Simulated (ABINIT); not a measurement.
Worked example: self-consistent single point of ZnTe (F-43m, 2 atoms in the cell) in ABINIT

Method: PBE, PAW (JTH v2.0 PBE PAW) (plane waves; ABINIT).

Input:

```
# ZnTe, JTH v2.0 PBE PAW
pp_dirpath "./"
pseudos "Zn.GGA_PBE-JTH.xml, Te.GGA_PBE-JTH.xml"
acell 3*1.0 Angstrom
rprim
        -0.0000000000    3.0357540000    3.0357540000
         3.0357540000    0.0000000000    3.0357540000
         3.0357540000    3.0357540000   -0.0000000000
natom 2
ntypat 2
znucl 30 52
typat 1 2
xcart
         3.0357540000    3.0357540000    3.0357540000
         1.5178770000    1.5178770000    1.5178770000
      Angstrom
ecut 30
pawecutdg 60
pawxcdev 0
ixc 11
occopt 1
nband 12
kptopt 1
ngkpt 6 6 6
nshiftk 1
shiftk 0 0 0
nstep 80
tolvrs 1.0e-11
diemac 4
prtwf 0
prtden 0
```

Log, with long lists cut:

```
 Symmetries : space group F-4 3 m (#216); Bravais cF (face-center cubic)

 -outvars: echo values of preprocessed input variables --------
            acell      1.8897261329E+00  1.8897261329E+00  1.8897261329E+00 Bohr
           diemac      4.00000000E+00
             ecut      3.00000000E+01 Hartree
              ixc          11
         kptrlatt        6    0    0      0    6    0      0    0    6
          kptrlen      4.86778842E+01
            natom           2
            nband          12
            ngfft          45      45      45
          ngfftdg          60      60      60
             nkpt          16
            nstep          80
             nsym          24
           ntypat           2
        pawecutdg      6.00000000E+01 Hartree
         pawxcdev           0
            rprim     -0.0000000000E+00  3.0357540000E+00  3.0357540000E+00
                       3.0357540000E+00  0.0000000000E+00  3.0357540000E+00
                       3.0357540000E+00  3.0357540000E+00 -0.0000000000E+00
          spgroup         216
           tolvrs      1.00000000E-11
            typat      1  2
           useylm           1
             xred      5.0000000000E-01  5.0000000000E-01  5.0000000000E-01
                       2.5000000000E-01  2.5000000000E-01  2.5000000000E-01
            znucl       30.00000   52.00000

== DATASET  1 ==================================================================

 Exchange-correlation functional for the present dataset will be:
  GGA: Perdew-Burke-Ernzerhof functional - ixc=11
 Citation for XC functional:
  J.P.Perdew, K.Burke, M.Ernzerhof, PRL 77, 3865 (1996)

 Real(R)+Recip(G) space primitive vectors, cartesian coordinates (Bohr,Bohr^-1):
 R(1)=  0.0000000  5.7367437  5.7367437  G(1)= -0.0871575  0.0871575  0.0871575
 R(2)=  5.7367437  0.0000000  5.7367437  G(2)=  0.0871575 -0.0871575  0.0871575
 R(3)=  5.7367437  5.7367437  0.0000000  G(3)=  0.0871575  0.0871575 -0.0871575
 Unit cell volume ucvol=  3.7759508E+02 bohr^3
 Angles (23,13,12)=  6.00000000E+01  6.00000000E+01  6.00000000E+01 degrees

 Coarse grid specifications (used for wave-functions):

 getcut: wavevector=  0.0000  0.0000  0.0000  ngfft=  45  45  45
         ecut(hartree)=     30.000   => boxcut(ratio)=   2.19961

 Fine grid specifications (used for densities):

 getcut: wavevector=  0.0000  0.0000  0.0000  ngfft=  60  60  60
         ecut(hartree)=     60.000   => boxcut(ratio)=   2.12095

   2.13138339E+03                                ecore*ucvol(ha*bohr**3)

_setup2: Arith. and geom. avg. npw (full set) are    2959.727    2959.707

--- !BeginCycle
solver: {iscf: 17, nstep: 80, nline: 4, wfoptalg: 10, }
tolerances: {tolvrs: 1.00E-11, }
...

     iter   Etot(hartree)      deltaE(h)  residm     nres2
 ETOT  1  -71.998232185276    -7.200E+01 1.043E+01 4.227E+00
 ETOT  2  -72.674266309757    -6.760E-01 1.919E-01 2.448E+00
 ETOT  3  -72.665994492904     8.272E-03 9.061E-02 7.846E-01
 ETOT  4  -72.665870950949     1.235E-04 2.630E-02 3.813E-01
 ETOT  5  -72.665622314433     2.486E-04 7.746E-03 1.928E-02
 ETOT  6  -72.665768686722    -1.464E-04 1.551E-03 8.617E-03
   [... 9 lines left out ...]
 ETOT 16  -72.665805047217    -4.781E-11 8.707E-05 3.829E-09
 ETOT 17  -72.665805047262    -4.432E-11 2.041E-04 8.802E-10
 ETOT 18  -72.665805047275    -1.313E-11 4.507E-05 2.492E-10
 ETOT 19  -72.665805047275    -5.258E-13 7.241E-05 1.463E-11
 ETOT 20  -72.665805047274     8.242E-13 3.559E-05 5.333E-12

 At SCF step   20       nres2   =  5.33E-12 < tolvrs=  1.00E-11 =>converged.

 Cartesian components of stress tensor (hartree/bohr^3)
  sigma(1 1)= -9.27692623E-05  sigma(3 2)=  0.00000000E+00
  sigma(2 2)= -9.27692623E-05  sigma(3 1)=  0.00000000E+00
  sigma(3 3)= -9.27692623E-05  sigma(2 1)=  0.00000000E+00

 ----iterations are completed or convergence reached----

 reduced coordinates (array xred) for    2 atoms
       0.500000000000      0.500000000000      0.500000000000
       0.250000000000      0.250000000000      0.250000000000
 cartesian forces (eV/Angstrom) at end:
    1     -0.00000000000000    -0.00000000000000    -0.00000000000000
    2     -0.00000000000000    -0.00000000000000    -0.00000000000000
 frms,max,avg= 0.0000000E+00 0.0000000E+00   0.000E+00  0.000E+00  0.000E+00 e/A
 length scales=  1.889726132886  1.889726132886  1.889726132886 bohr
              =  1.000000000000  1.000000000000  1.000000000000 angstroms
 Fermi (or HOMO) energy (hartree) =  -0.09300   Average Vxc (hartree)=  -0.32279
 Eigenvalues (hartree) for nkpt=  16  k points:
 kpt#   1, nband= 12, wtk=  0.00463, kpt=  0.0000  0.0000  0.0000 (reduced coord)
  -0.52966   -0.34797   -0.34797   -0.34797   -0.33912   -0.33912   -0.09300   -0.09300
  -0.09300   -0.04348    0.06976    0.06976
 prteigrs : prtvol=0 or 1, do not print more k-points.

--- !EnergyTerms
comment             : Components of total free energy in Hartree
kinetic             :  9.00669769713052E+00
hartree             :  2.35947261444213E+01
xc                  : -5.81961304476015E+00
Ewald energy        : -4.09968619683548E+01
psp_core            :  5.64462698296606E+00
local_psp           : -7.90024636887976E+01
spherical_terms     :  1.49070822928367E+01
total_energy        : -7.26658055845580E+01
total_energy_eV     : -1.97733712925754E+03
...

-Cartesian components of stress tensor (GPa)         [Pressure=  2.7294E+00 GPa]
- sigma(1 1)= -2.72936547E+00  sigma(3 2)=  0.00000000E+00
- sigma(2 2)= -2.72936547E+00  sigma(3 1)=  0.00000000E+00
- sigma(3 3)= -2.72936547E+00  sigma(2 1)=  0.00000000E+00

 Calculation completed.
```

The run converged in 20 iterations.

The starting cell comes from a database of computed structures (which also holds hypothetical and non-ambient phases and stackings), without a prior relaxation at this level. Its lattice was rescaled by a random factor within 2.5 % of one.
